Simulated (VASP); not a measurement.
Set up this calculation in VASP 6.6.1, as the native input.

```
Task                   : relaxation of cell and atoms
Functional             : LDA
Potentials or basis    : VASP PAW LDA potentials, release 64 (Ta_pv)
Cutoff                 : 600 eV
k mesh                 : 18 × 18 × 18
Occupations            : gaussian, width 0.1 eV
Spin                   : no spin polarisation
Further INCAR settings : ALGO = Normal; EDIFF = 1e-07; IBRION = 2; EDIFFG = -0.005; NSW = 90; ISIF = 3
```

The structure of Ta lies in POSCAR:

```
Ta
1.0
   -1.6549278100      1.6549278100      1.6549278100
    1.6549278100     -1.6549278100      1.6549278100
    1.6549278100      1.6549278100     -1.6549278100
Ta
1
Direct
    0.0000000000      0.0000000000      0.0000000000
```

One way to write it, as run:

INCAR

```
SYSTEM = Ta
ALGO = Normal
EDIFF = 1E-7
EDIFFG = -0.005
ENCUT = 600
GGA = CA
IBRION = 2
ISIF = 3
ISMEAR = 0
LASPH = .TRUE.
LCHARG = .FALSE.
LREAL = .FALSE.
LWAVE = .FALSE.
NELM = 100
NSW = 90
PREC = Accurate
SIGMA = 0.1
```

KPOINTS

```
k-points
0
G
  18 18 18
  0 0 0
```

Potentials or basis: VASP PAW LDA potentials, release 64 (Ta_pv).

Run with:

```sh
$ cat potpaw_LDA.64/Ta_pv/POTCAR > POTCAR
$ mpirun -np 1 vasp_std > vasp.out
```

It gave:

```yaml
Relaxed_volume: 17.28 Å³/atom
Relaxed_cell: a = 2.821 Å, b = 2.821 Å, c = 2.821 Å, α = 109.47°, β = 109.47°, γ = 109.47°
Space_group_after_relaxing_to_0.05_Å: Im-3m (No. 229)
Energy_gained_by_relaxing: 26.8 meV/atom
Ionic_steps: 7
Pressure_after_relaxing: 0.0 GPa
Band_gap_on_the_k_mesh: none (metal or under the smearing width)
```

Wall time 71 s on 1 thread of Intel(R) Xeon(R) Platinum 8559C (Emerald Rapids), with other jobs on the host, peak memory 0.17 GiB.
